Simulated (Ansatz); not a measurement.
A (101) slab of Si₂W (I4/mmm (No. 139)), 12 planes, outer planes W (top) and Si (bottom), with 12 atoms (Si8W4) in a surface cell of A = 13.551 Å², as cut from the bulk:

```
CELL_PARAMETERS angstrom
3.21129 0.00000 0.00000
-1.60565 4.21973 0.00000
0.00000 0.00000 25.88458
ATOMIC_POSITIONS crystal
Si 0.71365 0.42731 0.28975
Si 0.43113 0.86227 0.32765
W 0.14479 0.28957 0.36606
Si 0.85844 0.71688 0.40448
Si 0.57592 0.15184 0.44238
W 0.28957 0.57915 0.48079
Si 0.00323 0.00646 0.51921
Si 0.72071 0.44142 0.55711
W 0.43436 0.86872 0.59552
Si 0.14802 0.29603 0.63394
Si 0.86550 0.73099 0.67184
W 0.57915 0.15830 0.71025
```

These are results of DFT r2SCAN, scalar-relativistic, plane waves, PAW (Ansatz 0.2.0), not measurements. Settings: cutoff 500 eV, Γ-centred mesh 12×8×1 on the computed 12-atom cell, Gaussian smearing of 0.10 eV; no spin polarisation. A dipole correction removes the field between periodic images along c.

Against the same 12 atoms in the bulk, the slab as cut lies 6.382 eV higher and the relaxed slab 5.985 eV higher.

Q: Work out the surface energy before and after relaxation.

A: The slab has two faces, so γ = (E_slab − N·E_bulk)/(2A), the mean of both. As cut: 6.382/(2 × 13.551) = 0.2355 eV/Å², and 1 eV/Å² = 16.02 J/m², so γ = 3.77 J/m². Relaxed: 5.985/(2 × 13.551) = 0.2208 eV/Å² = 3.54 J/m². Relaxation recovers 6 % of the cost of cutting.

Q: What is the ideal work of this cut, per area?

A: Griffith's ideal work is 2γ: 7.54 J/m² if the new faces stay rigid, 7.08 J/m² if they relax. Other cuts parallel to this plane can cost less. One thickness was run, 12 planes, so γ can still shift with it.